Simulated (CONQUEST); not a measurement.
Crystal: PbS.

```
CELL_PARAMETERS angstrom
4.15991 0.00000 0.00000
0.00000 4.27932 0.00000
0.00000 0.00000 11.98259
ATOMIC_POSITIONS crystal
Pb 0.00763 0.24860 0.12731
Pb 0.50763 0.24860 0.62731
Pb 0.49267 0.75282 0.36904
Pb 0.99267 0.75282 0.86904
S 0.01466 0.24715 0.34982
S 0.51466 0.24715 0.84983
S 0.49313 0.75218 0.14507
S 0.99313 0.75218 0.64507
```

The cell comes from a database or a generator and needn't be the stable form of this composition.

The cell isn't the ideal one: atoms moved at random, drawn with an rms of 0.05 Å.

Base run:

| Property | Result |
| --- | --- |
| Program | CONQUEST 1.3 |
| Functional | PBE |
| Potentials or basis | PseudoDojo NC PBE, DZP, grid cutoff 120 Ha |
| k mesh | 7 × 6 × 3 |
| Occupations | fermi-dirac, width 0.05 eV |
| Spin | no spin polarisation |

Its results: band gap on the k mesh 1.12 eV; pressure 2.1 GPa; largest force 0.439 eV/Å.

Q: After a change of settings the same cell gave: band gap on the k mesh 2.33 eV; pressure -0.6 GPa; largest force 0.465 eV/Å. Which change was it?
A. potentials or basis from PseudoDojo NC PBE, DZP, grid cutoff 120 Ha to PseudoDojo NC PBE, DZP, grid cutoff 100 Ha
B. potentials or basis from PseudoDojo NC PBE, DZP, grid cutoff 120 Ha to PseudoDojo NC PBE, DZP, grid cutoff 150 Ha
C. potentials or basis from PseudoDojo NC PBE, DZP, grid cutoff 120 Ha to PseudoDojo NC PBE, DZP, multi-site functions of range 12 bohr, grid cutoff 120 Ha
D. potentials or basis from PseudoDojo NC PBE, DZP, grid cutoff 120 Ha to PseudoDojo NC PBE, DZP, multi-site functions of range 3 bohr, grid cutoff 120 Ha

A: D.

Caveats: spin-orbit coupling is left out, which as a rule narrows the gap of such compounds by several tenths of an eV; an odd mesh through Γ misses points on the zone boundary, where band edges often lie; the basis of atomic orbitals isn't converged, which shifts pressures, moduli and gaps; multi-site functions contract the basis, which raises the energy a little and makes forces and stress less exact (some runs).
